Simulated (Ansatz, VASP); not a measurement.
# AlGaN2 in VASP and in Ansatz

File INCAR:

```
PREC = Accurate
ENCUT = 520
EDIFF = 1E-6
ISMEAR = 0
SIGMA = 0.05
LREAL = False
LASPH = True
NELM = 100
ALGO = Normal
ISIF = 2
LWAVE = False
LCHARG = False
GGA = CA
NBANDS = 21
```

KPOINTS

```
regular mesh
0
Gamma
  8 8 6
```

Contents of POSCAR:

```
AlGaN2
1.0
    3.1958423971      0.0000000000      0.0000000000
    0.0000000000      3.1958423971      0.0000000000
    0.0000000000      0.0000000000      4.4238379400
Al Ga N
1 1 2
Direct
    0.5000000000      0.5000000000      0.5000000000
    0.0000000000      0.0000000000      0.0000000000
    0.5000000000      0.0000000000      0.7382648100
    0.0000000000      0.5000000000      0.2617351900
```

Input for Ansatz:

```yaml
crystal:
  lattice:
    - [3.1958423971, 0.0, 0.0]
    - [0.0, 3.1958423971, 0.0]
    - [0.0, 0.0, 4.42383794]
  atoms:
    - { symbol: Al, position: [0.5, 0.5, 0.5] }
    - { symbol: Ga, position: [0.0, 0.0, 0.0] }
    - { symbol: "N", position: [0.5, 0.0, 0.73826481] }
    - { symbol: "N", position: [0.0, 0.5, 0.26173519] }
basis:
  ecutwfc: 420
kpoints:
  mp_grid: { grid: [8, 8, 6] }
hamiltonian:
  xc: lda
scf:
  occupations: { method: gaussian, width: 0.05 }
output:
  forces: true
  stress: true
  eigenvalues: true
```

Change from the starting cell: strain +0.0175 x Voigt [1, 1, 0, 0, 0, 0], atoms carried along.

Alike in both runs: task single point; functional LDA; k mesh 8 × 8 × 6; occupations gaussian, width 0.05 eV; no spin polarisation.

```csv
,VASP,Ansatz
version,VASP 6.6.1,Ansatz 0.2.0
potentials or method,"VASP PAW LDA potentials, release 64 (Al, Ga_d, N)","scalar-relativistic, plane waves, PAW"
plane-wave cutoff (eV),520,420
valence electrons in the cell,26,26
```

```tsv
	VASP	Ansatz	Ansatz less VASP
gap on the k mesh at the Fermi level (eV)	2.63	2.62	-0.011
least direct gap on the mesh (eV)	2.63	2.62	-0.011
pressure (GPa)	-10.3	-11.0	-0.67
largest component of the traceless stress (GPa)	1.44	1.44	-0.002
rms of the force components (eV/Å)	0.053	0.064	+0.0107
```

Atom by atom the forces differ by 0.011 eV/Å (rms over components).
